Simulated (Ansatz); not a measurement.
# Ga5As3P2: the cost of one run

Computed with Ansatz 0.2.0 (DFT PBE, scalar-relativistic, plane waves, PAW, unless a step names another level, unless a step's input says otherwise).

## (1) The starting structure

Symmetry: I-4m2, No. 119, tetragonal system. Conventional cell: a = 3.991 Å, b = 3.991 Å, c = 28.274 Å, α = 90.00°, β = 90.00°, γ = 90.00°. Ga (site symmetry 2mm) has 2 P at 2.41 Å and 2 As at 2.47 Å in its first shell of neighbours. Ga (site symmetry -4m2) has 4 As at 2.47 Å in its first shell of neighbours. Around P (site symmetry 2mm) lie 4 Ga at 2.41 Å. Around As (site symmetry 2mm) lie 4 Ga at 2.47 Å. As (site symmetry -4m2) has 4 Ga at 2.47 Å in its first shell of neighbours.

Structure file:

```
CELL_PARAMETERS angstrom
-1.99563 1.99563 14.13698
1.99563 -1.99563 14.13698
1.99563 1.99563 -14.13698
ATOMIC_POSITIONS crystal
Ga 0.60296 0.60296 0.00000
Ga 0.00000 0.00000 0.00000
Ga 0.39704 0.39704 0.00000
Ga 0.80141 0.80141 0.00000
Ga 0.19859 0.19859 0.00000
P 0.34923 0.84923 0.50000
P 0.15077 0.65077 0.50000
As 0.94855 0.44855 0.50000
As 0.75000 0.25000 0.50000
As 0.55145 0.05145 0.50000
```

The cell was relaxed beforehand at this level, from a generated guess; it is a trial structure. At a tolerance of 0.02 Å it has space group I-4m2 (No. 119); it has 22.52 Å³/atom, an uncorrected energy of -0.38 eV/atom over the elements.

## (2) Bands, states and charges

input.yaml

```yaml
crystal:
  lattice:
    - [-1.9956307, 1.9956307, 14.136978]
    - [1.9956307, -1.9956307, 14.136978]
    - [1.9956307, 1.9956307, -14.136978]
  atoms:
    - { symbol: Ga, position: [0.602958, 0.602958, 0.0] }
    - { symbol: Ga, position: [0.0, 0.0, 0.0] }
    - { symbol: Ga, position: [0.397042, 0.397042, 0.0] }
    - { symbol: Ga, position: [0.801411, 0.801411, 0.0] }
    - { symbol: Ga, position: [0.198589, 0.198589, 0.0] }
    - { symbol: P, position: [0.34923, 0.84923, 0.5] }
    - { symbol: P, position: [0.15077, 0.65077, 0.5] }
    - { symbol: As, position: [0.948546, 0.448546, 0.5] }
    - { symbol: As, position: [0.75, 0.25, 0.5] }
    - { symbol: As, position: [0.551454, 0.051454, 0.5] }
basis:
  ecutwfc: 420
kpoints:
  mp_grid: { grid: [10, 10, 10] }
  band_path:
    path:
      - [[0.0, 0.0, 0.0], [0.0, 0.0, 0.5], [0.25, 0.25, 0.25], [0.0, 0.5, 0.0], [0.0, 0.0, 0.0], [0.5, 0.5, -0.5], [0.25498181, 0.74501819, -0.25498181]]
      - [[-0.25498181, 0.25498181, 0.25498181], [0.0, 0.0, 0.0]]
      - [[0.0, 0.0, 0.5], [-0.00996362, 0.00996362, 0.5]]
      - [[0.5, 0.5, -0.00996362], [0.5, 0.5, -0.5]]
    npoints: 14
hamiltonian:
  xc: pbe
scf:
  occupations: { method: gaussian, width: 0.02 }
  n_extra_bands: 25
output:
  forces: true
  stress: true
  eigenvalues: true
  populations: true
  dos: { projected: true, de: 0.02, nscf_kmesh: { grid: [15, 15, 15] } }
  bader: true
  write_density: true
  write_potential: true
  elf: true
  volumetric_format: npy
```

Command:

```
$ ansatz run input.yaml --threads 4 --pin off --max-ram 8192MiB --backend cpu --events-out ev --progress --plain --runs-dir out
```

What time and memory should one allow on 4 threads of Intel Xeon Platinum 8259CL at 2.50GHz (Skylake/Cascade Lake), shared host?

About 6.1 min, with a peak of 3.3 GiB.
